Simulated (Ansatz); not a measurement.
## A strain series on NaCl (CsCl type): xy shear, engineering strain (angle)

NaCl, CsCl type, relaxed with r2SCAN in the plane-wave code Ansatz, then strained (xy shear, engineering strain (angle); angles, axes as in the cell below) with the atoms relaxed again within the symmetry that is left. It is cubic, Pm-3m (No. 221); conventional cell a = 3.460 Å, 20.70 Å³ an atom. Around Na lie 8 Cl at 3.00 Å; around Cl lie 8 Na at 3.00 Å. Values at 0 K without nuclear motion; spin polarisation is off, and the phase may be a hypothetical one.

```yaml
crystal:
  lattice:
    - [3.45955, 0.00000, 0.00000]
    - [0.00000, 3.45955, 0.00000]
    - [0.00000, 0.00000, 3.45955]
  atoms:
    - { symbol: Na, position: [0.00000, 0.00000, 0.00000] }
    - { symbol: Cl, position: [0.50000, 0.50000, 0.50000] }
```

Gaps are the least over each mesh (PBE 8×8×8, r2SCAN 8×8×8, HSE06 6×6×6 when unstrained) and the special points, which keep their unstrained names; stress is the change from the unstrained cell, compression positive.

```
strain (%)  gap, PBE (eV)  gap, r2SCAN (eV)  gap, HSE06 (eV)  edges, HSE06  xy stress, r2SCAN (GPa)  energy rise, r2SCAN (meV/atom)
     -1.74          4.106             4.918            5.431         M → Γ                    -0.03                             0.0
       0.0          4.105             4.916            5.429         M → Γ                     0.00                             0.0
     +0.45          4.105             4.916            5.429         M → Γ                    +0.01                             0.0
     +1.65          4.106             4.918            5.431         M → Γ                    +0.03                             0.0
     +3.65          4.112             4.923            5.436         M → Γ                    +0.06                            -0.1
     +4.61          4.116             4.927            5.441         M → Γ                    +0.07                            -0.2
```

The meshes of the hybrids are coarse, so their gaps aren't converged to the digits shown.
